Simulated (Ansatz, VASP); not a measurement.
# MgO: VASP beside Ansatz

```xyz
2
Lattice="0.0000 2.1351 2.1351 2.2312 0.0000 2.1351 2.2312 2.1351 0.0000" Properties=species:S:1:pos:R:3 pbc="T T T"
Mg    0.0000    0.0000    0.0000
O     2.2312    2.1351    2.1351
```

Change from the starting cell: strain +0.0450 x Voigt [1, 0, 0, 0, 0, 0], atoms carried along.

Alike in both runs: task single point; functional r2SCAN; k mesh 10 × 10 × 10; occupations gaussian, width 0.05 eV; no spin polarisation.

```csv
,VASP,Ansatz
version,VASP 6.6.1,Ansatz 0.2.0
potentials or method,"VASP PAW PBE potentials, release 64 (Mg, O)","scalar-relativistic, plane waves, PAW"
plane-wave cutoff (eV),520,500
valence electrons in the cell,8,16
```

Ansatz gave:

* gap on the k mesh at the Fermi level (eV): 4.74
* least direct gap on the mesh (eV): 4.74
* pressure (GPa): -12.1
* largest component of the traceless stress (GPa): 3.20

Question: What did VASP give for the same quantities?

Answer: gap on the k mesh at the Fermi level (eV): 4.72; least direct gap on the mesh (eV): 4.72; pressure (GPa): -13.1; largest component of the traceless stress (GPa): 3.13.

With one functional, cell and mesh, what is left measures potentials, basis and numerics. The two sets of potentials don't hold the same shells in valence.

Caveats: the PAW data sets were made with another functional, which shifts forces and pressure a little (VASP).
